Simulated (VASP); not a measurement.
# TiAl under changes of volume

One of the cells (15.279 Å³/atom); the others are scaled copies at fixed shape and fractional positions:

```
CELL_PARAMETERS angstrom
3.12639 0.00000 0.00000
0.00000 3.12639 0.00000
0.00000 0.00000 3.12639
ATOMIC_POSITIONS crystal
Ti 0.00000 0.00000 0.00000
Al 0.50000 0.50000 0.50000
```

The cell comes from a database or a generator and needn't be the stable form of this composition.

```yaml
Program: VASP 6.6.1
Functional: LDA
Potentials_or_basis: VASP PAW LDA potentials, release 64 (Ti_sv, Al)
Cutoff: 520 eV
k_mesh: 8 × 8 × 8
Occupations: fermi-dirac, width 0.05 eV
Spin: no spin polarisation
```

```csv
volume (Å³/atom),energy over the lowest point (meV/atom),pressure (GPa)
14.668,9.91,5.6
14.974,2.32,2.6
15.279,0.00,0.0
15.585,2.45,-2.4
15.890,?,?
```

Question: What does the run at 15.890 Å³/atom give?

Answer: Energy over the lowest point 9.19 meV/atom; pressure -4.5 GPa.

Worked out: A Birch-Murnaghan fit of order 2 (a polynomial in V^(-2/3)) to the other rows has its minimum at 15.27 Å³/atom with B0 = V·E''(V) = 125 GPa. It gives 9.19 meV/atom at 15.890 Å³/atom, against the run's 9.19, and -dE/dV = -4.6 GPa, against -4.5.

Energies are extrapolated to zero smearing.
